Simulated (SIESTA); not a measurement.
Crystal: CuO.

```xyz
4
Lattice="2.3446 -1.7134 0.0000 2.3446 1.7134 0.0000 -0.8605 0.0000 5.0594" Properties=species:S:1:pos:R:3 pbc="T T T"
Cu    1.1723    0.8457    0.0000
Cu    0.7420   -0.8457    2.5297
O     2.0724   -0.2841    1.2836
O     1.6421    0.2841    3.8133
```

* Program: SIESTA 5.4.2
* Task: single point
* Functional: PBE
* Potentials or basis: PseudoDojo 0.4 standard (PBE files)
* Basis: DZP (energy shift 0.003 Ry; two zetas on semicore shells)
* Grid cutoff: 800 Ry
* Energy shift: 0.003 Ry
* k mesh: 10 × 10 × 5
* Occupations: fermi-dirac, width 0.05 eV
* Spin: no spin polarisation

On this cell: pressure 7.0 GPa; largest force 0.829 eV/Å; band gap on the k mesh none (metal or under the smearing width).

The same run follows on a disturbed copy (atoms moved at random, drawn with an rms of 0.05 Å):

```
CELL_PARAMETERS angstrom
2.34465 -1.71340 0.00000
2.34465 1.71340 0.00000
-0.86055 0.00000 5.05944
ATOMIC_POSITIONS crystal
Cu 0.01210 0.48360 0.99524
Cu 0.50514 0.00741 0.49728
O 0.56592 0.41173 0.26099
O 0.41055 0.57988 0.75814
```

Question: What does the disturbed cell give?

Answer: The energy (extrapolated to zero smearing) moves by +17.8 meV/atom; pressure 8.1 GPa; largest force 1.378 eV/Å; band gap on the k mesh none (metal or under the smearing width).

Forces on the atoms (eV/Å):
```
Cu  -0.791  0.498  0.729
Cu  -0.949 -0.332  0.872
O    0.996  0.108 -0.947
O    0.745 -0.274 -0.654
```

Stress tensor (GPa, compression positive):
```
 9.33  0.42 -3.74
 0.42  6.35 -0.71
-3.74 -0.71  8.58
```

Caveats: short orbitals over semicore shells can move pressures by several GPa; the basis of atomic orbitals isn't converged, which shifts pressures, moduli and gaps; the run has no spin polarisation, though such a crystal can be magnetic; semilocal functionals often make such compounds metallic where correlation or magnetic order opens a gap, which also shifts bond lengths.
